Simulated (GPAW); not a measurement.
The system is AgCl (Chlorargyrite).

```
Ag Cl
1.0
     0.00000    2.73500    2.73500
     2.73500    0.00000    2.73500
     2.73500    2.73500    0.00000
Ag Cl
1 1
Direct
  0.00000 0.00000 0.00000
  0.50000 0.50000 0.50000
```

Base run:

```yaml
Program: GPAW 26.7.0
Functional: LDA
Potentials_or_basis: the program's PAW data sets (release 1.2.1) made for this functional
Cutoff: 450 eV
Basis: pw
k_mesh: 7 × 7 × 7
Occupations: fermi-dirac, width 0.05 eV
Spin: no spin polarisation
```

Its results: band gap on the k mesh 0.68 eV, indirect (least direct gap 3.10 eV); pressure -4.2 GPa.

**Question.** The run is repeated on the same cell with these changes: functional from LDA to PBE; potentials or basis from the program's PAW data sets (release 1.2.1) made for this functional to GPAW PAW data sets (gpaw-data 1.2.1), other valence; cutoff from 450 eV to 600 eV; valence electrons from 24 to 18. What comes out?

**Answer.** Band gap on the k mesh 0.98 eV, indirect (least direct gap 3.38 eV); pressure 4.4 GPa.

Caveats: the cutoff is short for stress and forces, so pressures can be off by a GPa or more (some runs); an odd mesh through Γ misses points on the zone boundary, where band edges often lie (some runs); the mesh misses the band edges, which the band path finds closer together (some runs).
